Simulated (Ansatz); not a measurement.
# PbF2: the cost of one run

Program: Ansatz 0.2.0. Level of theory: DFT, PBE, plane-wave PAW, default files, scalar-relativistic, as far as a step names no other. These are calculated values, not measurements.

1 further run of the same task is left out (it didn't finish).

## (1) Starting point

Symmetry: Pnma, No. 62, orthorhombic system. The conventional cell has a = 6.427 Å, b = 3.891 Å, c = 7.636 Å, α = 90.00°, β = 90.00°, γ = 90.00°. Around Pb (site symmetry m) lie 9 F at 2.48 to 2.84 Å. F (site symmetry m) has 4 Pb at 2.48 to 2.51 Å as nearest neighbours. F (site symmetry m) is surrounded by 5 Pb at 2.57 to 2.84 Å.

As a file:

```
CELL_PARAMETERS angstrom
6.42689 0.00000 0.00000
0.00000 3.89098 0.00000
0.00000 0.00000 7.63574
ATOMIC_POSITIONS crystal
Pb 0.75600 0.75000 0.10300
Pb 0.24400 0.25000 0.89700
Pb 0.74400 0.25000 0.60300
Pb 0.25600 0.75000 0.39700
F 0.14200 0.75000 0.08500
F 0.85800 0.25000 0.91500
F 0.35800 0.25000 0.58500
F 0.64200 0.75000 0.41500
F 0.55100 0.75000 0.81400
F 0.44900 0.25000 0.18600
F 0.94900 0.25000 0.31400
F 0.05100 0.75000 0.68600
```

## (2) First run, atoms as given

Input file input.yaml:

```yaml
crystal:
  lattice:
    - [6.42689, 0.0, 0.0]
    - [0.0, 3.89098, 0.0]
    - [0.0, 0.0, 7.63574]
  atoms:
    - { symbol: Pb, position: [0.756, 0.75, 0.103] }
    - { symbol: Pb, position: [0.244, 0.25, 0.897] }
    - { symbol: Pb, position: [0.744, 0.25, 0.603] }
    - { symbol: Pb, position: [0.256, 0.75, 0.397] }
    - { symbol: F, position: [0.142, 0.75, 0.085] }
    - { symbol: F, position: [0.858, 0.25, 0.915] }
    - { symbol: F, position: [0.358, 0.25, 0.585] }
    - { symbol: F, position: [0.642, 0.75, 0.415] }
    - { symbol: F, position: [0.551, 0.75, 0.814] }
    - { symbol: F, position: [0.449, 0.25, 0.186] }
    - { symbol: F, position: [0.949, 0.25, 0.314] }
    - { symbol: F, position: [0.051, 0.75, 0.686] }
kpoints:
  mp_grid: { grid: [4, 6, 3] }
scf:
  occupations: { method: fermi_dirac, width: 0.02 }
hamiltonian:
  xc: pbe
  pseudopotentials: { kind: paw }
output:
  forces: true
  stress: true
  populations: true
  efg: { contact_densities: true }
```

Run with:

```sh
> ansatz run input.yaml --threads 1 --pin off --max-ram 2560MiB --backend cpu --events-out ev --progress --plain --runs-dir out
```

Q: Estimate wall time and peak memory on 1 thread of an Arm CPU, shared host.

About 27 s, with a peak of 0.65 GiB.
